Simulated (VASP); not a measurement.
# HfC (Fm-3m) in VASP: notebook

One crystal, HfC, is run at these levels: PBE+D3(BJ), PBE; tasks: relaxation of cell and atoms.

All numbers are computed with VASP 6.6.1; they aren't measurements. Logs are shortened: lines on timing, memory, paths and dates and some standing lists are left out, and cuts for length are marked.

### Step 1. The structure

It takes space group Fm-3m (No. 225, cubic). Conventional cell: a = 4.616 Å, b = 4.616 Å, c = 4.616 Å, α = 90.00°, β = 90.00°, γ = 90.00°. Hf (site symmetry m-3m) has 6 C at 2.31 Å as nearest neighbours. Around C (site symmetry m-3m) lie 6 Hf at 2.31 Å.

### Step 2. Relaxation of cell and atoms, PBE+D3(BJ)

Contents of INCAR:

```
SYSTEM = HfC
  PREC = Accurate
  ENCUT = 600
  EDIFF = 1E-7
  ISMEAR = 1
  SIGMA = 0.1
  LREAL = .False.
  LASPH = .True.
  NELM = 80
  ALGO = Normal
  ISIF = 3
  LWAVE = .False.
  LCHARG = .False.
  GGA = PE
  IVDW = 12
  IBRION = 2
  NSW = 90
  EDIFFG = -0.005
```

Contents of KPOINTS:

```
Automatic mesh
0
Gamma
  14 14 14
  0 0 0
```

Contents of POSCAR:

```
HfC                                     
1.0
    0.0000000000      2.3077985585      2.3077985585
    2.3077985585     -0.0000000000      2.3077985585
    2.3077985585      2.3077985585      0.0000000000
  Hf              C             
     1     1
Direct
     0.5000000000000000    0.5000000000000000    0.5000000000000000
     0.0000000000000000    0.0000000000000000    0.0000000000000000
```

Potentials or basis: VASP PAW PBE potentials, release 64 (Hf_pv, C).

Launch:

```bash
$ cat potpaw_PBE.64/Hf_pv/POTCAR potpaw_PBE.64/C/POTCAR > POTCAR
$ mpirun -np 1 vasp_std > vasp.out
```

OUTCAR:

```text
SYSTEM = HfC
   PREC = Accurate
   ENCUT = 600
   EDIFF = 1E-7
   ISMEAR = 1
   LREAL = .False.
   LASPH = .True.
   NELM = 80
   ISIF = 3
   GGA = PE
   IVDW = 12
   IBRION = 2
   NSW = 90
   EDIFFG = -0.005
 IVDW          = 12

 ion  position               nearest neighbor table
   1  0.500  0.500  0.500-   2 2.31   2 2.31   2 2.31   2 2.31   2 2.31   2 2.31
   2  0.000  0.000  0.000-   1 2.31   1 2.31   1 2.31   1 2.31   1 2.31   1 2.31

  LATTYP: Found a face centered cubic cell.
 ALAT       =     4.6155971170

  Lattice vectors:

 A1 = (   0.0000000000,   2.3077985585,   2.3077985585)
 A2 = (   2.3077985585,   0.0000000000,   2.3077985585)
 A3 = (   2.3077985585,   2.3077985585,   0.0000000000)

Analysis of symmetry for initial positions (statically):
=====================================================================
 Subroutine PRICEL returns:
 Original cell was already a primitive cell.

 Routine SETGRP: Setting up the symmetry group for a
 face centered cubic supercell.

 Subroutine GETGRP returns: Found 48 space group operations
 (whereof 48 operations were pure point group operations)
 out of a pool of 48 trial point group operations.

The static configuration has the point symmetry O_h .

Analysis of symmetry for dynamics (positions and initial velocities):
=====================================================================
 Subroutine PRICEL returns:
 Original cell was already a primitive cell.

 Routine SETGRP: Setting up the symmetry group for a
 face centered cubic supercell.

 Subroutine GETGRP returns: Found 48 space group operations
 (whereof 48 operations were pure point group operations)
 out of a pool of 48 trial point group operations.

The dynamic configuration has the point symmetry O_h .

 Subroutine INISYM returns: Found 48 space group operations
 (whereof 48 operations are pure point group operations),
 and found     1 'primitive' translations

----------------------------------------------------------------------------------------

                                     Primitive cell

  volume of cell :      24.5824

  direct lattice vectors                    reciprocal lattice vectors
     0.000000000  2.307798559  2.307798559    -0.216656691  0.216656691  0.216656691
     2.307798559  0.000000000  2.307798559     0.216656691 -0.216656691  0.216656691
     2.307798559  2.307798559  0.000000000     0.216656691  0.216656691 -0.216656691

  length of vectors
     3.263720021  3.263720021  3.263720021     0.375260397  0.375260397  0.375260397

  position of ions in fractional coordinates (direct lattice)
     0.500000000  0.500000000  0.500000000
     0.000000000  0.000000000  0.000000000

  ion indices of the primitive-cell ions
   primitive index   ion index
                 1           1
                 2           2

----------------------------------------------------------------------------------------

 KPOINTS: Automatic mesh

Automatic generation of k-mesh.
 Grid dimensions read from file:
 generate k-points for:   14   14   14

 Generating k-lattice:

  Cartesian coordinates                     Fractional coordinates (reciprocal lattice)
    -0.015475478  0.015475478  0.015475478     0.071428571  0.000000000  0.000000000
     0.015475478 -0.015475478  0.015475478     0.000000000  0.071428571  0.000000000
     0.015475478  0.015475478 -0.015475478     0.000000000  0.000000000  0.071428571

  Length of vectors
     0.026804314  0.026804314  0.026804314

  Shift w.r.t. Gamma in fractional coordinates (k-lattice)
     0.000000000  0.000000000  0.000000000

 Subroutine IBZKPT returns following result:
 ===========================================

 Found    104 irreducible k-points:

 Following reciprocal coordinates:
            Coordinates               Weight
  0.000000  0.000000  0.000000      1.000000
  0.071429  0.000000  0.000000      8.000000
  0.142857  0.000000  0.000000      8.000000
  0.214286  0.000000  0.000000      8.000000
  0.285714  0.000000  0.000000      8.000000
  0.357143  0.000000  0.000000      8.000000
[... 16 lines left out ...]
  0.214286  0.142857  0.000000     24.000000
  0.285714  0.142857  0.000000     24.000000
 [... further k-points ...]
   k-points           NKPTS =    104   k-points in BZ     NKDIM =    104   number of bands    NBANDS=     11
   number of dos      NEDOS =    301   number of ions     NIONS =      2
   total plane-waves  NPLWV =  21952
   dimension x,y,z NGX =    28 NGY =   28 NGZ =   28
   dimension x,y,z NGXF=    56 NGYF=   56 NGZF=   56
   ions per type =               1   1
   NGX,Y,Z   is equivalent  to a cutoff of  14.26, 14.26, 14.26 a.u.
   NGXF,Y,Z  is equivalent  to a cutoff of  28.53, 28.53, 28.53 a.u.
 SYSTEM =  HfC
   PREC   = accura    normal or accurate (medium, high low for compatibility)
   ISTART =      0    job   : 0-new  1-cont  2-samecut
   ICHARG =      2    charge: 1-file 2-atom 10-const
   ISPIN  =      1    spin polarized calculation?
   LNONCOLLINEAR =      F non collinear calculations
   LSORBIT =      F    spin-orbit coupling
   LASPH  =      T    aspherical Exc in radial PAW
   ENCUT  =  600.0 eV  44.10 Ry    6.64 a.u.   6.52  6.52  6.52*2*pi/ulx,y,z
   NELM   =     80;   NELMIN=  2; NELMDL= -5     # of ELM steps
   EDIFF  = 0.1E-06   stopping-criterion for ELM
   LREAL  =      F    real-space projection
   EDIFFG = -.5E-02   stopping-criterion for IOM
   NSW    =     90    number of steps for IOM
   IBRION =      2    ionic relax: 0-MD 1-quasi-New 2-CG
   NFREE  =      1    steps in history (QN), initial steepest desc. (CG)
   ISIF   =      3    stress and relaxation
   ISYM   =      2    0-nonsym 1-usesym 2-fastsym
   POTIM  = 0.5000    time-step for ionic-motion
   TEBEG  =    0.0;   TEEND  =   0.0 temperature during run
   PSTRESS=    0.0 pullay stress
   NELECT =      14.0000    total number of electrons
   NUPDOWN=      -1.0000    fix difference up-down
   EMIN   =  10.00;   EMAX   =-10.00  energy-range for DOS
   EFERMI =   0.00;   METHOD = LEGACY
   ISMEAR =     1;   SIGMA  =   0.10  broadening in eV -4-tet -1-fermi 0-gaus
   EFERMI_NEDOS =   21; number of points for ismear=-14 and -15
   IALGO  =     38    algorithm
   IMIX   =      4    mixing-type and parameters
     AMIX     =   0.40;   BMIX     =  1.00
     AMIX_MAG =   1.60;   BMIX_MAG =  1.00
  volume/ion in A,a.u.               =      12.29        82.94
  Fermi-wavevector in a.u.,A,eV,Ry     =   1.356989  2.564337 25.054023  1.841419
  Thomas-Fermi vector in A             =   2.483945
   LORBIT       =      0    0 simple, 1 ext, 2 COOP (PROOUT), +10 PAW based schemes
   GGA     = PE    functional components
   LHFCALC =     F    Hartree Fock is set to
   AEXX    =    0.0000 exact exchange contribution
   IVDW    =    12    specifies the selected vdW correction
   LEPSILON=     F    determine dielectric tensor
   LRPA    =     F    only Hartree local field effects (RPA)
 conjugate gradient relaxation of ions
 non-spin polarized calculation
 Methfessel and Paxton  Order N= 1 SIGMA  =   0.10
  energy-cutoff  :      600.00
  volume of cell :       24.58
 maximum number of plane-waves:       869
 NGX is ok and might be reduce to    28
   NGX = 13   NGY = 13   NGZ = 13

 number of electron      14.0000000 magnetization

 Free energy of the ion-electron system (eV)
  ---------------------------------------------------
  ext. energy  EPLUGINS =         0.00000000
  ---------------------------------------------------
  free energy    TOTEN  =       -21.03851572 eV

  energy without entropy =      -21.03849236  energy(sigma->0) =      -21.03850794

 E-fermi :   6.0936     XC(G=0): -12.3956

 val. band max:        6.0508997823   @ k =   0.5000   0.5000   0.0000
 cond. band min:       6.1277652098   @ k =   0.4286   0.3571   0.0000
 fundamental gap:      0.0768654275
 Fermi energy:         6.0936331505

 k-point     1 :       0.0000    0.0000    0.0000
  band No.  band energies     occupation
      1     -23.3362      2.00000
      2     -23.3362      2.00000
      3     -23.3362      2.00000
      4      -6.2976      2.00000
      5       7.1359     -0.00000
      6       7.1359     -0.00000
      7       7.1359     -0.00000
      8       7.5243     -0.00000
      9       7.5243     -0.00000
     10       7.5243     -0.00000
     11       9.5869      0.00000

 k-point     2 :       0.0714    0.0000    0.0000
  band No.  band energies     occupation
      1     -23.3753      2.00000
      2     -23.3399      2.00000
      3     -23.3399      2.00000
      4      -6.1645      2.00000
      5       6.2322     -0.06456
      6       6.5013     -0.00000
      7       6.5013     -0.00000
      8       7.7926     -0.00000
      9       7.7926     -0.00000
     10       8.1070      0.00000
     11      10.2270      0.00000

 k-point     3 :       0.1429    0.0000    0.0000
  band No.  band energies     occupation
      1     -23.4832      2.00000
      2     -23.3502      2.00000
      3     -23.3502      2.00000
      4      -5.7798      2.00000
      5       4.9821      2.00000
      6       5.5632      2.00000
      7       5.5632      2.00000
      8       8.2211      0.00000
      9       8.2211      0.00000
     10       8.5673      0.00000
     11      11.5413      0.00000

 k-point     4 :       0.2143    0.0000    0.0000
  band No.  band energies     occupation
      1     -23.6349      2.00000
      2     -23.3650      2.00000
      3     -23.3650      2.00000
      4      -5.1839      2.00000
      5       3.6873      2.00000
      6       4.7018      2.00000
      7       4.7018      2.00000
      8       8.8450      0.00000
      9       8.8450      0.00000
     10       8.9500      0.00000
     11      13.0588      0.00000

 k-point     5 :       0.2857    0.0000    0.0000
  band No.  band energies     occupation
      1     -23.7980      2.00000
      2     -23.3814      2.00000
      3     -23.3814      2.00000
      4      -4.4354      2.00000
      5       2.4400      2.00000
      6       3.9991      2.00000
      7       3.9991      2.00000
      8       9.4417      0.00000
      9       9.6396      0.00000
     10       9.6396      0.00000
     11      14.6112      0.00000
[... 211 lines left out ...]
 k-point    21 :      -0.0714    0.0714    0.0000
  band No.  band energies     occupation
      1     -23.4282      2.00000
      2     -23.3617      2.00000
      3     -23.3389      2.00000
      4      -5.9496      2.00000
      5       5.4698      2.00000
      6       5.8125      2.00052
      7       5.9797      2.06839
      8       7.7397     -0.00000
      9       8.4825      0.00000
     10       8.5136      0.00000
     11      10.3260      0.00000

 k-point    22 :       0.1429    0.1429    0.0000
  band No.  band energies     occupation
      1     -23.4728      2.00000
      2     -23.3839      2.00000
      3     -23.3839      2.00000
      4      -5.6440      2.00000
      5       4.1595      2.00000
      6       5.9950      2.04722
      7       5.9950      2.04722
      8       6.6548     -0.00000
      9       9.6421      0.00000
     10       9.6421      0.00000
     11       9.9011      0.00000

 k-point    23 :       0.2143    0.1429    0.0000
  band No.  band energies     occupation
      1     -23.5703      2.00000
      2     -23.4066      2.00000
      3     -23.3987      2.00000
      4      -5.2523      2.00000
      5       3.3764      2.00000
      6       5.2901      2.00000
      7       5.6066      2.00000
      8       6.8289     -0.00000
      9       9.8326      0.00000
     10      10.1935      0.00000
     11      10.9376      0.00000

 k-point    24 :       0.2857    0.1429    0.0000
  band No.  band energies     occupation
      1     -23.7046      2.00000
      2     -23.4274      2.00000
      3     -23.4155      2.00000
      4      -4.7017      2.00000
      5       2.6202      2.00000
      6       4.4259      2.00000
      7       4.9909      2.00000
      8       7.3143     -0.00000
      9      10.3573      0.00000
     10      10.6903      0.00000
     11      12.2529      0.00000

 [... further k-points ...]

------------------------ aborting loop because EDIFF is reached ----------------------------------------

 Edisp (eV)   -0.73312

 E8    (eV) :    -0.3492

  FORCE on cell =-STRESS in cart. coord.  units (eV):
  Direction    XX          YY          ZZ          XY          YZ          ZX
  --------------------------------------------------------------------------------------
  -------------------------------------------------------------------------------------
  Total      -0.00657    -0.00657    -0.00657     0.00000    -0.00000    -0.00000
  in kB      -0.42845    -0.42845    -0.42845     0.00000    -0.00000    -0.00000
  external pressure =       -0.43 kB  Pullay stress =        0.00 kB

 VOLUME and BASIS-vectors are now :
 -----------------------------------------------------------------------------
  energy-cutoff  :      600.00
  volume of cell :       24.58
      direct lattice vectors                 reciprocal lattice vectors
     0.000000000  2.307798559  2.307798559    -0.216656691  0.216656691  0.216656691
     2.307798559  0.000000000  2.307798559     0.216656691 -0.216656691  0.216656691
     2.307798559  2.307798559  0.000000000     0.216656691  0.216656691 -0.216656691

 POSITION                                       TOTAL-FORCE (eV/Angst)
 -----------------------------------------------------------------------------------
      2.30780      2.30780      2.30780        -0.000000     -0.000000     -0.000000
      0.00000      0.00000      0.00000         0.000000      0.000000      0.000000
 -----------------------------------------------------------------------------------
    total drift:                                0.000000      0.000000      0.000000

  FREE ENERGIE OF THE ION-ELECTRON SYSTEM (eV)
  ---------------------------------------------------
  free  energy   TOTEN  =       -21.7716368637 eV

  energy  without entropy=      -21.7716135057  energy(sigma->0) =      -21.77162908

 reached required accuracy - stopping structural energy minimisation
```

It took 41 s on 1 thread of Intel Xeon Platinum 8259CL at 2.50GHz (Skylake/Cascade Lake), shared host; peak memory 0.19 GiB.

What came out:

| Item | Value |
| --- | --- |
| Free energy | -21.7716 eV |
| Pressure after relaxing | 0.0 GPa |
| Band gap on the k mesh | none (metal or under the smearing width) |
| Dispersion energy per atom | -0.367 eV |

Final structure:
```cif
data_structure
_symmetry_space_group_name_H-M 'P 1'
_symmetry_Int_Tables_number 1
_cell_length_a 3.2637
_cell_length_b 3.2637
_cell_length_c 3.2637
_cell_angle_alpha 60.000
_cell_angle_beta 60.000
_cell_angle_gamma 60.000
_cell_volume 24.58
loop_
_atom_site_label
_atom_site_type_symbol
_atom_site_fract_x
_atom_site_fract_y
_atom_site_fract_z
_atom_site_occupancy
Hf1 Hf 0.50000 0.50000 0.50000 1
C1 C 0.00000 0.00000 0.00000 1
```

Levels at points of the mesh, in eV from the Fermi level:
```csv
k point,band 4,band 5,band 6,band 7,band 8,band 9,band 10,band 11
"(0.00, 0.00, 0.00)",-12.39,1.04,1.04,1.04,1.43,1.43,1.43,3.49
"(0.50, 0.00, 0.00)",-8.51,-6.21,-3.03,-3.03,5.48,5.48,5.96,6.70
"(0.50, 0.50, 0.00)",-10.48,-2.53,-1.82,-0.04,-0.04,5.47,6.95,6.95
```

Caveat: the relaxation stopped at its first step, so nothing moved; pairwise dispersion overbinds metals, which lowers pressure and volume. The run has no spin-orbit coupling, so splittings on Hf are missing.

### Step 3. Relaxation of cell and atoms, PBE

This run uses another cell than the first one, of 12.57 Å³/atom, 1.023 times its volume.

Contents of INCAR:

```
PREC = Accurate ; ENCUT = 300
EDIFF = 1E-6 ; ISMEAR = 1
SIGMA = 0.1 ; LREAL = False
LASPH = True ; NELM = 80
ALGO = Normal ; ISIF = 3
LWAVE = False ; LCHARG = False
GGA = PE ; IBRION = 2
NSW = 90 ; EDIFFG = -0.01
```

Contents of KPOINTS:

```
regular mesh
0
Gamma
  7 7 7
```

Contents of POSCAR:

```
HfC
1.0
    0.0000000000      2.3250000000      2.3250000000
    2.3250000000      0.0000000000      2.3250000000
    2.3250000000      2.3250000000      0.0000000000
Hf C
1 1
Direct
    0.5000000000      0.5000000000      0.5000000000
    0.0000000000      0.0000000000      0.0000000000
```

Potentials or basis: VASP PAW PBE potentials, release 64 (Hf_pv, C_s).

Launch:

```bash
$ cat potpaw_PBE.64/Hf_pv/POTCAR potpaw_PBE.64/C_s/POTCAR > POTCAR
$ mpirun -np 1 vasp_std > vasp.out
```

It took 5.3 s on 1 thread of Intel Xeon 6975P-C (Granite Rapids), shared host; peak memory 0.13 GiB.

These settings aren't checked as converged: the numbers below hold their error.

What came out:

```
Free energy                            : -21.0324 eV
Relaxed volume                         : 12.51 Å³/atom
Relaxed cell                           : a = 3.283 Å, b = 3.283 Å, c = 3.283 Å, α = 60.00°, β = 60.00°, γ = 60.00°
Space group after relaxing (to 0.05 Å) : Fm-3m (No. 225)
Energy gained by relaxing              : 0.2 meV/atom
Ionic steps                            : 3
Band gap on the k mesh                 : none (metal or under the smearing width)
```

Caveat: the cutoff is under 1.25 times the usual one of these potentials, so pressure, stress and relaxed cells hold a basis-set (Pulay) error.
